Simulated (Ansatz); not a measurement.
**Response of Bi to small distortions**

```
CELL_PARAMETERS angstrom
3.33628 -3.05540 0.00000
3.33628 3.05540 0.00000
-1.15098 0.00000 3.09291
ATOMIC_POSITIONS crystal
Bi 0.25180 0.25180 0.14900
Bi 0.74820 0.74820 0.85100
```

Atoms are numbered in the order listed.

The conventional cell has a = 6.673 Å, b = 6.111 Å, c = 3.300 Å, α = 90.00°, β = 110.41°, γ = 90.00°. Around Bi (atom 1) lie 6 Bi at 3.15 to 3.31 Å.

The cell is a measured one (Crystallography Open Database entry 8100521); the temperature and pressure of the measurement aren't taken into account, and nothing was relaxed.

No spin–orbit coupling, which matters for the heavy atoms here.

The calculation used DFT, PBE, PAW with Ansatz's default frozen-core files, scalar-relativistic in Ansatz 0.2.0.

The runs use a Γ-centred 8×8×11 k mesh, Fermi–Dirac smearing of 0.05 eV, cutoff 420 eV, no spin polarisation.

The unchanged cell is at 4.07 GPa.

In a metal, stresses and small energies carry noise from the k mesh.

x, y and z are the Cartesian axes of the cell as listed; fractional coordinates follow a strain, and an engineering shear is twice the off-diagonal strain component.

Question: With this change (z strained by -1.5 % at fixed volume), what becomes of the energy and stress and forces?

Answer: Energy change +3.2 meV/atom; stress change (xx, yy, zz, yz, xz, xy) -0.37, -0.30, 0.94, 0.00, -0.54, 0.00 GPa, compression positive; change of the force on Bi2 (0.003, 0.000, 0.016) eV/Å.

Question: With this change (z strained by +3 % at fixed volume), what becomes of the energy and stress and forces?

Answer: Energy change +5.6 meV/atom; stress change (xx, yy, zz, yz, xz, xy) 0.84, 1.03, -1.83, 0.00, 0.82, 0.00 GPa, compression positive; change of the force on Bi1 (0.020, 0.000, 0.050) eV/Å.

Question: With this change (atom 2 (Bi) moved by (0.0849, 0.0849, 0.0000) Å), what becomes of the energy and stress and forces?

Answer: Energy change +7.2 meV/atom; stress change (xx, yy, zz, yz, xz, xy) 0.84, 0.09, 0.32, 0.28, 0.21, -0.03 GPa, compression positive; change of the force on Bi2 (-0.206, -0.248, -0.081) eV/Å.

Question: With this change (equal xy, yz and zx engineering shear strains of -3 %), what becomes of the energy and stress and forces?

Answer: Energy change +2.7 meV/atom; stress change (xx, yy, zz, yz, xz, xy) 0.92, -0.03, -0.73, 0.18, 0.79, 0.05 GPa, compression positive; change of the force on Bi1 (0.043, 0.039, 0.000) eV/Å.

Question: With this change (equal xy, yz and zx engineering shear strains of -1 %), what becomes of the energy and stress and forces?

Answer: Energy change +0.1 meV/atom; stress change (xx, yy, zz, yz, xz, xy) 0.27, -0.01, -0.22, 0.07, 0.28, 0.02 GPa, compression positive; change of the force on Bi1 (0.011, 0.013, 0.000) eV/Å.

With equal xy, yz and zx engineering shear strains of +2 %: energy change +2.6 meV/atom; stress change (xx, yy, zz, yz, xz, xy) -0.46, 0.03, 0.45, -0.14, -0.64, -0.06 GPa, compression positive; change of the force on Bi1 (-0.022, -0.028, 0.005) eV/Å.

With equal xy, yz and zx engineering shear strains of -2 %: energy change +1.0 meV/atom; stress change (xx, yy, zz, yz, xz, xy) 0.59, -0.02, -0.47, 0.12, 0.53, 0.03 GPa, compression positive; change of the force on Bi1 (0.026, 0.025, 0.001) eV/Å.

With equal xy, yz and zx engineering shear strains of +1 %: energy change +0.8 meV/atom; stress change (xx, yy, zz, yz, xz, xy) -0.24, 0.02, 0.22, -0.08, -0.33, -0.03 GPa, compression positive; change of the force on Bi2 (0.011, 0.014, -0.002) eV/Å.

With equal xy, yz and zx engineering shear strains of +3 %: energy change +5.2 meV/atom; stress change (xx, yy, zz, yz, xz, xy) -0.70, 0.07, 0.70, -0.20, -0.96, -0.11 GPa, compression positive; change of the force on Bi1 (-0.032, -0.042, 0.006) eV/Å.

Question: What force constant does this one finite step give for Bi2 along its displacement (all its periodic images move with it)?

Answer: k = −ΔF·u/|u|² = 2.68 eV/Å², so the force pulls the atom back.
